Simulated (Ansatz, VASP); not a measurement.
# One calculation of Al, two programs

Contents of INCAR:

```
SYSTEM = Al
ALGO = Normal
EDIFF = 1E-6
ENCUT = 520
GGA = CA
ISIF = 2
ISMEAR = -1
LASPH = .True.
LCHARG = .False.
LREAL = .False.
LWAVE = .False.
NBANDS = 8
NELM = 80
PREC = Accurate
SIGMA = 0.08
```

KPOINTS

```
k-points
0
Gamma
  16 16 16
  0 0 0
```

Contents of POSCAR:

```
Al
1.0
    0.0000000000      1.8332909816      1.8332909816
    1.8332909816      0.0000000000      1.8332909816
    1.8332909816      1.8332909816      0.0000000000
Al
1
Direct
    0.0000000000      0.0000000000      0.0000000000
```

Input for Ansatz:

```yaml
crystal:
  lattice:
    - [0.0, 1.8332909816, 1.8332909816]
    - [1.8332909816, 0.0, 1.8332909816]
    - [1.8332909816, 1.8332909816, 0.0]
  atoms:
    - { symbol: Al, position: [0.0, 0.0, 0.0] }
kpoints:
  mp_grid: { grid: [16, 16, 16] }
scf:
  occupations: { method: fermi_dirac, width: 0.08 }
hamiltonian:
  xc: lda
  pseudopotentials: { kind: all_electron, lapw: { basis_error: 0.001 } }
output:
  forces: true
  stress: true
  eigenvalues: true
  populations: true
```

Change from the starting cell: volume scaled by 0.78, LAPW.

Alike in both runs: task single point; functional LDA; k mesh 16 × 16 × 16; occupations fermi-dirac, width 0.08 eV; no spin polarisation.

|  | VASP | Ansatz |
| --- | --- | --- |
| version | VASP 6.6.1 | Ansatz 0.2.0 |
| potentials or method | VASP PAW LDA potentials, release 64 (Al) | all-electron LAPW, scalar-relativistic |
| plane-wave cutoff (eV) | 520 | see its input |

Ansatz gave:

| Item | Value |
| --- | --- |
| pressure (GPa) | 36.3 |

Which values does VASP return?

Pressure (GPa): 36.9.

Ansatz ran all-electron here, so the differences hold the error of VASP's frozen core and of both bases.

Caveats: so large a pressure means that the cell lies far from this level's equilibrium, or that cutoff or potentials fall short (VASP).
